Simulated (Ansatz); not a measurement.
## Phonons of InAs (Fm-3m) against volume

Wanted: mode Grüneisen parameters of InAs (Fm-3m).

Program: Ansatz 0.2.0. Level of theory: DFT PBEsol, scalar-relativistic, plane waves, PAW; PAW set soft_1. Results are calculated unless marked as measured.

### Step 1. The structure

Symmetry: Fm-3m, No. 225, cubic system. Conventional cell: a = 5.652 Å, b = 5.652 Å, c = 5.652 Å, α = 90.00°, β = 90.00°, γ = 90.00°. Nearest to In lie 6 As at 2.83 Å. Nearest to As lie 6 In at 2.83 Å. Farther neighbours are not listed.

Coordinates:

```cif
data_structure
_symmetry_space_group_name_H-M 'P 1'
_symmetry_Int_Tables_number 1
_cell_length_a 3.9967
_cell_length_b 3.9967
_cell_length_c 3.9967
_cell_angle_alpha 60.000
_cell_angle_beta 60.000
_cell_angle_gamma 60.000
_cell_volume 45.14
loop_
_atom_site_label
_atom_site_type_symbol
_atom_site_fract_x
_atom_site_fract_y
_atom_site_fract_z
_atom_site_occupancy
In1 In 0.50000 0.50000 0.50000 1
As2 As 0.00000 0.00000 0.00000 1
```

### Step 2. Phonons on a q mesh

The cell comes from relaxations at this level that are not shown. Stability and thermal properties need the whole zone. Linear response on a 4×4×4 q mesh gives force constants as far as a supercell of that size would.

input.yaml reads:

```yaml
crystal:
  lattice:
    - [0.0, 2.8260852161, 2.8260852161]
    - [2.8260852161, 0.0, 2.8260852161]
    - [2.8260852161, 2.8260852161, 0.0]
  atoms:
    - { symbol: In, position: [0.5, 0.5, 0.5] }
    - { symbol: As, position: [0.0, 0.0, 0.0] }
kpoints:
  mp_grid: { grid: [12, 12, 12] }
hamiltonian:
  xc: pbesol
  pseudopotentials: { kind: paw, azcp: { folder: soft_1 }, xc_functional: pbe }
scf:
  occupations: { method: methfessel_paxton, width: 0.2 }
output:
  eigenvalues: true
phonons:
  method: dfpt
  qmesh: [4, 4, 4]
  temperatures: { t_max: 1000, t_step: 50 }
  qpath:
    path:
      - [[0.0, 0.0, 0.0], [0.5, 0.0, 0.5], [0.625, 0.25, 0.625]]
      - [[0.375, 0.375, 0.75], [0.0, 0.0, 0.0], [0.5, 0.5, 0.5], [0.5, 0.25, 0.75], [0.5, 0.0, 0.5]]
    npoints: 10
```

Started as:

```
$ ansatz run input.yaml --threads 4 --pin off --max-ram 10240MiB --backend cpu --events-out ev --progress --plain --runs-dir out
```

Numbers of over 12 decimals in the logs are rounded to 6 here.

The program printed:

```text
Engine: ansatz 0.2.0, aarch64-unknown-linux-gnu
Pseudopotentials: kind: paw
Pseudopotential: In, paw, valence charge 13, recommended cutoff 420 eV (normal), soft_1/In.paw.azcp
Pseudopotential: As, paw, valence charge 15, recommended cutoff 420 eV (normal), soft_1/As.paw.azcp
Functional definition: PBEsol
  exchange = pbesol_x
  correlation = pbesol_c
Crystal: 2 atoms, lattice volume = 45.143 Å³
Basis set: ecut = 420 eV, 893 PW (Γ), exchange–correlation on 54×54×54 points (8 copies of the dense FFT grid, shifted against one another)
Bands: 18, of which v1, the nominal top of the filled ones, is band 14 counted from 1 (13 counted from 0)
Symmetry: 48 space group operations
k-points: 72 of 1728
Non-local potential: In, projectors of the file, l = 0: 2, l = 1: 2, l = 2: 2, l = 3: 1
Non-local potential: As, projectors of the file, l = 0: 2, l = 1: 2, l = 2: 3, l = 3: 1
PAW form: soft (Blöchl's): semilocal exchange-correlation on the pseudo side does not see the compensation charge
PAW frozen core: In, regenerated for the run's functional, and the local potential with it (the file was generated under x = pbe(κ = 0.804, μ = 0.219515), c = pbe(β = 0.066725))
PAW frozen core: As, regenerated for the run's functional, and the local potential with it (the file was generated under x = pbe(κ = 0.804, μ = 0.219515), c = pbe(β = 0.066725))
PAW one-centre angular grid: In, 590 points (default); XC on 64 Gauss nodes
PAW one-centre angular grid: As, 590 points (default); XC on 64 Gauss nodes
Initial density: superposition of atomic densities (chi_scale 0.1, normalization cell, long waves kept (reshape's long-wave potential 0.00 eV rms))
Initial wavefunctions: pseudopotential atomic-orbital guess
Functional: x = pbesol(κ = 0.804, μ = 0.123457), c = pbesol(β = 0.046)
SCF iter   1: F=—  HF=-10338.661396 eV  |F-HF|=—  |Δ(HF+E_count)|=         —  Δρ=2.36e-2  dr2=1.53e-1  ethr=3.10e-3  ⟨swp⟩=5.2  Hψ=6427  notcnv=0
preconditioner: auto → Kerker (q_TF=auto, 2.520 Å⁻¹)  [metal: Δε(μ)=0.032 eV  Ē_g=14.741 eV  σ=0.200 eV  W_gap=0.13  n_scr=14 (ndim 8)  ℏωp=23.4 eV  f_vac=0.000  D(μ)=1.35/eV (n_scr^D=14)]
SCF iter   2: F=—  HF=-10338.629995 eV  |F-HF|=—  |Δ(HF+E_count)|=   3.14e-2  S|Δr|=    0.00e0  Δρ=1.46e-2  dr2=5.97e-2  ethr=5.48e-4  ⟨swp⟩=2.0  Hψ=2104  notcnv=0
SCF iter   3: F=—  HF=-10338.616105 eV  |F-HF|=—  |Δ(HF+E_count)|=   1.39e-2  S|Δr|=    0.00e0  Δρ=1.91e-3  dr2=1.27e-3  ethr=2.13e-4  ⟨swp⟩=3.0  Hψ=2462  notcnv=0
SCF iter   4: F=—  HF=-10338.615729 eV  |F-HF|=—  |Δ(HF+E_count)|=   3.76e-4  S|Δr|=    0.00e0  Δρ=8.91e-4  dr2=3.33e-4  ethr=4.55e-6  ⟨swp⟩=2.0  Hψ=2304  notcnv=0
SCF iter   5: F=—  HF=-10338.615843 eV  |F-HF|=—  |Δ(HF+E_count)|=   1.14e-4  S|Δr|=    0.00e0  Δρ=2.59e-4  dr2=3.02e-5  ethr=1.19e-6  ⟨swp⟩=2.0  Hψ=2243  notcnv=0
SCF iter   6: F=—  HF=-10338.615860 eV  |F-HF|=—  |Δ(HF+E_count)|=   1.78e-5  S|Δr|=    0.00e0  Δρ=7.83e-5  dr2=3.82e-6  ethr=1.08e-7  ⟨swp⟩=2.5  Hψ=2279  notcnv=0
SCF iter   7: F=—  HF=-10338.615860 eV  |F-HF|=—  |Δ(HF+E_count)|=   4.97e-7  S|Δr|=    0.00e0  Δρ=1.92e-5  dr2=2.73e-7  ethr=1.36e-8  ⟨swp⟩=3.0  Hψ=2043  notcnv=0
SCF iter   8: F=—  HF=-10338.615860 eV  |F-HF|=—  |Δ(HF+E_count)|=   2.19e-7  S|Δr|=    0.00e0  Δρ=3.69e-6  dr2=6.15e-9  ethr=9.76e-10  ⟨swp⟩=2.0  Hψ=2295  notcnv=0
SCF iter   9: F=—  HF=-10338.615860 eV  |F-HF|=—  |Δ(HF+E_count)|=   7.44e-9  S|Δr|=    0.00e0  Δρ=6.70e-7  dr2=1.90e-10  ethr=2.20e-11  ⟨swp⟩=2.0  Hψ=2309  notcnv=0
SCF iter  10: F=-10338.615860 eV  HF=-10338.615860 eV  |F-HF|=1.82e-12  |Δ(HF+E_count)|=  5.46e-12  S|Δr|=    0.00e0  Δρ=1.31e-7  dr2=5.45e-12  ethr=1.00e-12  ⟨swp⟩=4.5  Hψ=6120  notcnv=0
SCF 1 converged in 10 iterations: F = -10338.615860 eV  dr2 = 5.45e-12
  greatest PAW one-centre occupation: 0.999 electrons in one spin orbital (limit 2), on the As atom at site 1 (counted from 0), in its partial waves of l = 2
Initial density: read from a saved state, or passed on in memory by an earlier SCF of this step, an earlier step, the calling program or the single point that the run made first
iter 1 solved again at ethr=5.03e-8 eV; its pass at ethr=3.10e-3 eV (dr2=1.41e-5 eV) is discarded
SCF iter   1: F=—  HF=-10338.615860 eV  |F-HF|=—  |Δ(HF+E_count)|=         —  Δρ=3.55e-7  dr2=2.78e-11  ethr=5.03e-8  ⟨swp⟩=2.8  Hψ=9668  notcnv=0
eigensolver tolerance schedule: the retry pair's looser diagonalisation over-reported the residual by 506397.55 of it (diagonalisation noise at an unbounded share of the residual, at the tolerance the schedule requests for it); recorded, not acted on — ethr = c·dr2/N_el stays at c = 1.0e-1
preconditioner: auto → Kerker (q_TF=auto, 2.520 Å⁻¹)  [metal: Δε(μ)=0.052 eV  Ē_g=14.822 eV  σ=0.200 eV  W_gap=0.22  n_scr=14 (ndim 8)  ℏωp=23.4 eV  f_vac=0.000  D(μ)=1.39/eV (n_scr^D=14)]
SCF iter   2: F=—  HF=-10338.615860 eV  |F-HF|=—  |Δ(HF+E_count)|=   3.25e-8  S|Δr|=    0.00e0  Δρ=1.55e-7  dr2=7.64e-12  ethr=1.00e-12  ⟨swp⟩=2.9  Hψ=6113  notcnv=0
SCF iter   3: F=-10338.615860 eV  HF=-10338.615860 eV  |F-HF|=0.00e0  |Δ(HF+E_count)|=  1.09e-11  S|Δr|=    0.00e0  Δρ=1.02e-7  dr2=3.10e-12  ethr=1.00e-12  ⟨swp⟩=1.7  Hψ=3083  notcnv=0
SCF 2 converged in 3 iterations: F = -10338.615860 eV  dr2 = 3.10e-12
phonons: the bands overlap, so this run is a metal and interpolates without the dipole-dipole term. If the crystal is really an insulator or semiconductor, its LO-TO splitting is missing
NSCF: frozen V_eff on 72 k-points
NSCF: frozen V_eff on 163 k-points
DFPT response loops at q = (0, 0, 0) (fractional): preconditioner auto → Kerker (q_TF=auto, 2.520 Å⁻¹) (partly filled bands, converged f_vac=0.000); β = 1.00, the filter's whole step (`scf.mixing.beta` (0.50) is not read by the response loops under this deck's `scf.mixing.preconditioner`; to damp them name `kerker` or `kerker_dos`, under which they read `scf.mixing.beta`, and type it under 1.00, their step now; both keys bind the ground state too); Broyden in place of MSR1
NSCF: frozen V_eff on 1872 k-points
DFPT response loops at q = (0, 0, 0.25) (fractional): mixed as the last ones told, above
NSCF: frozen V_eff on 952 k-points
DFPT response loops at q = (0, 0, -0.5) (fractional): mixed as the last ones told, above
NSCF: frozen V_eff on 1020 k-points
DFPT response loops at q = (0, 0.25, 0.25) (fractional): mixed as the last ones told, above
NSCF: frozen V_eff on 3456 k-points
DFPT response loops at q = (0, 0.25, -0.5) (fractional): mixed as the last ones told, above
NSCF: frozen V_eff on 1872 k-points
DFPT response loops at q = (0, 0.25, -0.25) (fractional): mixed as the last ones told, above
NSCF: frozen V_eff on 560 k-points
DFPT response loops at q = (0, -0.5, -0.5) (fractional): mixed as the last ones told, above
NSCF: frozen V_eff on 1020 k-points
DFPT response loops at q = (0.25, -0.5, -0.25) (fractional): mixed as the last ones told, above
SCF converged after 10 iterations
Stability not checked: this state was not tested for a lower state beside it, because cold or Methfessel-Paxton smearing, or corrected tetrahedra, fill the levels in a way that the test cannot read (fill_not_monotonic; see scf.lower_state_search)
Free energy (F): -10338.615860 eV
Harris-Foulkes:  -10338.615860 eV  (|F-HF|=1.82e-12)
Internal energy: -10338.613697 eV  (E = F + TS)
E sigma→0 (E₀):  -10338.615319 eV
Entropy (-TS):   -0.002163 eV (-1.082 meV/atom)
Fermi energy:    10.220747 eV
Step filling:    the computed levels leave a gap of 0.0030 eV = 0.0 smearing widths at the electron count; against every level under it full and every level over it empty, smearing changes F+E_penalty+E_count by -1.314 meV and its σ→0 estimate by -0.773 meV
--- Per-component energies (eV) ---
  E_band       = -246.283066
  E_kinetic    = 316.065517
  E_local      = -2913.352210  (includes V_loc(G=0)·N_el)
  E_nonlocal   = -63.350038
  E_hartree    = 1483.966375
  E_xc         = -211.988047
  E_vxc        = -163.779761  (∫ρ·V_xc dr)
  E_paw        = -6108.725546  (= ΣΔE_a)
  E_vpaw       = -389.799365  (= ΣTr[D̂ρ^β])
  E_aug_tail   = 0.000099  (compensation charges beyond the density's cutoff)
  E_ewald      = -2842.432181
  E_core_change = 1.202334  (= ΣΔE_core)
  E_smearing   = -0.002163  (= −TS)
  E_closure    = -0.000000  (closes the sum)
  Σ components = -10338.615860   (vs F -10338.615860, Δ=0.00e0)
--- Band table (eV; the first three rows and the last of 72) ---
  k-point 0: bands = [... 10 lower, -2.2142, 9.9316, 10.0504, 10.0504, 10.0504, 17.4902, 17.4902, 17.4902]
  k-point 1: bands = [... 10 lower, -2.1333, 8.6299, 10.0637, 10.0637, 11.2192, 16.7285, 17.1523, 17.1523]
  k-point 2: bands = [... 10 lower, -1.8947, 7.2414, 10.1081, 10.1081, 12.1421, 15.9530, 16.1367, 16.1367]
  k-point 71: bands = [... 10 lower, 0.6699, 5.3405, 6.2940, 6.2940, 12.6518, 14.4537, 17.1359, 17.1359]
--- Phonons (Γ-DFPT): 2 representative perturbations + reference (Σ response iterations 6) ---
  ASR residual: 6.952e-6 → 0.000e0 eV/Å²; symmetrization residual: 1.543e-5 eV/Å²
  ASR residual per site (eV/Å²): 6.95e-6 2.62e-6
  Γ frequencies (cm⁻¹): 0.00 0.00 0.00 122.94 122.94 122.94
--- Phonons (arbitrary-q DFPT): 8 irreducible q on the 4×4×4 mesh ---
  q = [0.0000, 0.0000, 0.0000] (star 1, of the zone-centre solve; hermiticity 1.22e-5, symmetrization 1.05e-11): -0.00 -0.00 -0.00 122.94 122.94 122.94
  q = [0.0000, 0.0000, 0.2500] (star 8, 2 solved perturbations on 936 of 1728 k-point pairs; hermiticity 7.61e-6, symmetrization 4.43e-12): 52.43 52.43 87.96 95.29 95.29 141.00
  q = [0.0000, 0.0000, -0.5000] (star 4, 2 solved perturbations on 476 of 1728 k-point pairs; hermiticity 4.70e-13, symmetrization 3.31e-12): 71.67 71.67 96.61 96.61 130.41 144.49
  q = [0.0000, 0.2500, 0.2500] (star 6, 4 solved perturbations in 1608 linear systems a pass and spin channel, the states on 510 of 1728 k-point pairs; hermiticity 4.93e-6, symmetrization 1.11e-12): 29.77 29.77 90.55 109.72 131.33 131.33
  q = [0.0000, 0.2500, -0.5000] (star 24, 4 solved perturbations in 5328 linear systems a pass and spin channel, the states on 1728 of 1728 k-point pairs; hermiticity 4.12e-6, symmetrization 4.61e-12): 61.49 77.52 90.14 113.50 136.79 153.66
  q = [0.0000, 0.2500, -0.2500] (star 12, 4 solved perturbations in 2892 linear systems a pass and spin channel, the states on 936 of 1728 k-point pairs; hermiticity 6.04e-6, symmetrization 1.91e-12): 52.20 63.40 98.97 117.03 126.39 143.53
  q = [0.0000, -0.5000, -0.5000] (star 3, 4 solved perturbations in 886 linear systems a pass and spin channel, the states on 280 of 1728 k-point pairs; hermiticity 3.06e-6, symmetrization 1.99e-12): 30.74 30.74 60.12 145.40 145.40 171.41
  q = [0.2500, -0.5000, -0.2500] (star 6, 4 solved perturbations in 1544 linear systems a pass and spin channel, the states on 510 of 1728 k-point pairs; hermiticity 4.57e-6, symmetrization 9.82e-13): 56.60 56.60 107.52 120.51 161.56 161.56
  sum rule: each row above includes the acoustic sum rule's correction from the zone centre's row sums; it moved no ω² by more than (0.13 cm⁻¹)²
  mesh force constants: q→R imaginary residual 6.56e-18; ASR residual 6.952e-6 → 0.000e0 eV/Å²; symmetrization residual 3.109e-15 eV/Å²
  interpolated dispersion: 62 rows × 6 modes
  density of states and harmonic sums: on the 20×20×20 q-mesh, interpolated from the force constants of a 4×4×4 supercell (no non-analytic term)
  largest difference from the sums on the solved wave vectors: F 1.06e-2 eV, S 1.46e-5 and C_V 4.01e-6 eV/K
  zero-point energy: 0.037217 eV/cell   skipped modes (ω ≤ 0): 3   left out of the sums: 6.25e-5 of the cell's modes: C_V's classical limit lies that fraction below 3 k_B per atom; for a crystal, a wire or a layer, F and S can be off by more, and a phonons.interpolated_qmesh denser along its periods is the remedy for the sampling
```

It took 4.5 min on 4 threads of Arm Neoverse V2, shared host; peak memory 3.3 GiB; 18 min of CPU time.

Reading the cycles: dr2 is the Hartree energy of the density residual (eV), the measure of convergence; HF is the Harris–Foulkes estimate of the energy, which meets the free energy F at convergence.

Numbers from this step:

```yaml
volume_per_atom: 22.57 Å³
gap_on_the_k_mesh: 0 eV
sum_rule_residual_before_enforcement: 6.95e-6 eV/Å²
lowest_frequency_on_the_path: 0 cm⁻¹
point_group: m-3m
highest_frequency_on_the_path_or_at_a_solved_wavevector: 172.5 cm⁻¹
mean_frequency: 100.1 cm⁻¹
debye_temperature_second_moment: 198 K
logarithmic_mean_frequency: 92.3 cm⁻¹
highest_optical_mode_at_the_zone_centre_no_lo_to_term: 122.9 cm⁻¹
lowest_optical_zone_centre_mode: 122.9 cm⁻¹
lowest_mode_on_the_q_mesh_acoustic_modes_at_gamma_apart: 29.77 cm⁻¹
zero_point_energy_per_atom: 18.61 meV
heat_capacity_at_300_k: 24.41 J/(mol atoms K)
vibrational_entropy_at_300_k: 45.53 J/(mol atoms K)
```

Frequencies (cm⁻¹) solved at each irreducible wavevector; negative means imaginary. Frequencies by wavevector, by row:

```tsv
q in reciprocal lattice units	star	mode 1	mode 2	mode 3	mode 4	mode 5	mode 6
0 0 0	1	0	0	0	122.9	122.9	122.9
0 0 0.25	8	52.4	52.4	88	95.3	95.3	141
0 0 -0.5	4	71.7	71.7	96.6	96.6	130.4	144.5
0 0.25 0.25	6	29.8	29.8	90.5	109.7	131.3	131.3
0 0.25 -0.5	24	61.5	77.5	90.1	113.5	136.8	153.7
0 0.25 -0.25	12	52.2	63.4	99	117	126.4	143.5
0 -0.5 -0.5	3	30.7	30.7	60.1	145.4	145.4	171.4
0.25 -0.5 -0.25	6	56.6	56.6	107.5	120.5	161.6	161.6
```

Symmetry leaves 8 wavevectors to solve. The lowest mode among them, the acoustic zeros apart, lies at q = (0, 0.25, 0.25) and is real, 29.8 cm⁻¹.

### Step 3. Relaxing at another volume, volume ratio 0.97

The volume is scaled by 0.97 and held; symmetry leaves nothing to relax, so this is a single point. The modes can then be followed against volume.

input.yaml, the sections that differ from step 2:

```yaml
crystal:
  lattice:
    - [0.0, 2.7975369489, 2.7975369489]
    - [2.7975369489, 0.0, 2.7975369489]
    - [2.7975369489, 2.7975369489, 0.0]
  atoms:
    - { symbol: In, position: [0.5, 0.5, 0.5] }
    - { symbol: As, position: [0.0, 0.0, 0.0] }
output:
  forces: true
  stress: true
  eigenvalues: true
# kpoints, hamiltonian, scf: as in step 2
# phonons: removed
```

The program printed:

```text
[...]
Crystal: 2 atoms, lattice volume = 43.788 Å³
Basis set: ecut = 420 eV, 869 PW (Γ), exchange–correlation on 54×54×54 points (8 copies of the dense FFT grid, shifted against one another)
Bands: 18, of which v1, the nominal top of the filled ones, is band 14 counted from 1 (13 counted from 0)
Symmetry: 48 space group operations
[...]
k-points: 72 of 1728
[...]
--- Band table (eV; the first three rows and the last of 72) ---
  k-point 0: bands = [... 10 lower, -1.9606, 10.5099, 10.5099, 10.5099, 10.6387, 17.9992, 17.9992, 17.9992]
  k-point 1: bands = [... 10 lower, -1.8764, 9.1617, 10.5241, 10.5241, 11.8453, 17.2472, 17.7192, 17.7192]
  k-point 2: bands = [... 10 lower, -1.6279, 7.7201, 10.5717, 10.5717, 12.7816, 16.5070, 16.6979, 16.6979]
  k-point 71: bands = [... 10 lower, 1.1193, 5.7213, 6.6145, 6.6145, 13.2459, 15.0194, 17.6583, 17.6583]
[key lines of the parts left out:]
SCF converged after 8 iterations
Free energy (F): -10338.606299 eV
Fermi energy:    10.702839 eV
P = ⅓ Tr σ = 2.3256 GPa (23.256 kbar)
```

The job ended after 0.87 s (4 threads; peak memory 0.36 GiB; 2.9 s of CPU time).

Numbers from this step:

| Quantity | Value |
| --- | --- |
| pressure | 2.326 GPa |
| volume per atom | 21.89 Å³ |

The run ends at a pressure of 2.33 GPa.

### Step 4. Phonons at the other volume, volume ratio 0.97

The phonons are repeated at this volume on the same k and q meshes.

input.yaml: that of step 3 with these lines changed.

```diff
@@ -16,4 +16,11 @@
 output:
-  forces: true
-  stress: true
   eigenvalues: true
+phonons:
+  method: dfpt
+  qmesh: [4, 4, 4]
+  temperatures: { t_max: 1000, t_step: 50 }
+  qpath:
+    path:
+      - [[0.0, 0.0, 0.0], [0.5, 0.0, 0.5], [0.625, 0.25, 0.625]]
+      - [[0.375, 0.375, 0.75], [0.0, 0.0, 0.0], [0.5, 0.5, 0.5], [0.5, 0.25, 0.75], [0.5, 0.0, 0.5]]
+    npoints: 10
```

The program printed:

```text
[...]
Crystal: 2 atoms, lattice volume = 43.788 Å³
Basis set: ecut = 420 eV, 869 PW (Γ), exchange–correlation on 54×54×54 points (8 copies of the dense FFT grid, shifted against one another)
Bands: 18, of which v1, the nominal top of the filled ones, is band 14 counted from 1 (13 counted from 0)
Symmetry: 48 space group operations
k-points: 72 of 1728
[...]
SCF iter   1: F=—  HF=-10338.651335 eV  |F-HF|=—  |Δ(HF+E_count)|=         —  Δρ=2.44e-2  dr2=1.58e-1  ethr=3.10e-3  ⟨swp⟩=5.2  Hψ=6409  notcnv=0
[...]
SCF iter  10: F=-10338.606299 eV  HF=-10338.606299 eV  |F-HF|=7.28e-12  |Δ(HF+E_count)|=    0.00e0  S|Δr|=    0.00e0  Δρ=1.32e-7  dr2=5.31e-12  ethr=1.00e-12  ⟨swp⟩=4.2  Hψ=6111  notcnv=0
SCF 1 converged in 10 iterations: F = -10338.606299 eV  dr2 = 5.31e-12
[...]
SCF iter   3: F=-10338.606299 eV  HF=-10338.606299 eV  |F-HF|=1.82e-12  |Δ(HF+E_count)|=  3.64e-12  S|Δr|=    0.00e0  Δρ=8.19e-8  dr2=2.05e-12  ethr=1.00e-12  ⟨swp⟩=3.0  Hψ=2890  notcnv=0
SCF 2 converged in 3 iterations: F = -10338.606299 eV  dr2 = 2.05e-12
[...]
NSCF: frozen V_eff on 72 k-points
[...]
SCF converged after 10 iterations
[...]
Free energy (F): -10338.606299 eV
[...]
Internal energy: -10338.604198 eV  (E = F + TS)
E sigma→0 (E₀):  -10338.605774 eV
Entropy (-TS):   -0.002101 eV (-1.050 meV/atom)
Fermi energy:    10.702837 eV
[...]
--- Band table (eV; the first three rows and the last of 72) ---
  k-point 0: bands = [... 10 lower, -1.9606, 10.5099, 10.5099, 10.5099, 10.6387, 17.9992, 17.9992, 17.9992]
  k-point 1: bands = [... 10 lower, -1.8765, 9.1617, 10.5241, 10.5241, 11.8453, 17.2472, 17.7192, 17.7192]
  k-point 2: bands = [... 10 lower, -1.6279, 7.7201, 10.5717, 10.5717, 12.7816, 16.5070, 16.6979, 16.6979]
  k-point 71: bands = [... 10 lower, 1.1193, 5.7214, 6.6145, 6.6145, 13.2459, 15.0194, 17.6583, 17.6583]
[...]
ASR residual: 6.318e-5 → 0.000e0 eV/Å²; symmetrization residual: 1.640e-5 eV/Å²
  ASR residual per site (eV/Å²): 1.91e-5 6.32e-5
  Γ frequencies (cm⁻¹): 0.00 0.00 0.00 134.52 134.52 134.52
--- Phonons (arbitrary-q DFPT): 8 irreducible q on the 4×4×4 mesh ---
[...]
interpolated dispersion: 62 rows × 6 modes
[...]
```

Elapsed: 4.5 min, on 4 threads; peak memory 3.3 GiB; 17 min of CPU time.

This step gave:

```yaml
sum_rule_residual_before_enforcement: 6.32e-5 eV/Å²
highest_frequency_on_the_path_or_at_a_solved_wavevector: 184.6 cm⁻¹
mean_frequency: 107.6 cm⁻¹
debye_temperature_second_moment: 213 K
logarithmic_mean_frequency: 98.8 cm⁻¹
highest_optical_mode_at_the_zone_centre_no_lo_to_term: 134.5 cm⁻¹
lowest_optical_zone_centre_mode: 134.5 cm⁻¹
lowest_mode_on_the_q_mesh_acoustic_modes_at_gamma_apart: 28.25 cm⁻¹
zero_point_energy_per_atom: 20.02 meV
heat_capacity_at_300_k: 24.32 J/(mol atoms K)
vibrational_entropy_at_300_k: 43.89 J/(mol atoms K)
```

Frequencies (cm⁻¹) solved at each irreducible wavevector; negative means imaginary. Frequencies by wavevector, by row:

```tsv
q in reciprocal lattice units	star	mode 1	mode 2	mode 3	mode 4	mode 5	mode 6
0 0 0	1	0	0	0	134.5	134.5	134.5
0 0 0.25	8	58.4	58.4	93	107.1	107.1	151.9
0 0 -0.5	4	83.1	83.1	103.1	103.1	138.3	154.6
0 0.25 0.25	6	29	29	101.2	116.2	143.5	143.5
0 0.25 -0.5	24	64.1	80.8	93.6	125.6	148.5	165.2
0 0.25 -0.25	12	52.9	74.5	105.7	124.4	137.2	155.7
0 -0.5 -0.5	3	28.2	28.2	60.6	157.5	157.5	183.6
0.25 -0.5 -0.25	6	57.2	57.2	113.9	130.2	173.6	173.6
```

The highest optical mode at the zone centre (no LO-TO term) is 134.5 cm⁻¹, +11.6 cm⁻¹ against the base run.

[end of part 1 of 2]

[Logs are printed without paths, hosts, clocks, repeated set-up lines and the standing remarks that a program may print on its own settings, such as how far it seeks lower states.]

[Hosts, paths, dates, database ids (printed as entryN), source tags and the programs' standing remarks are cut or masked in the printed files.]
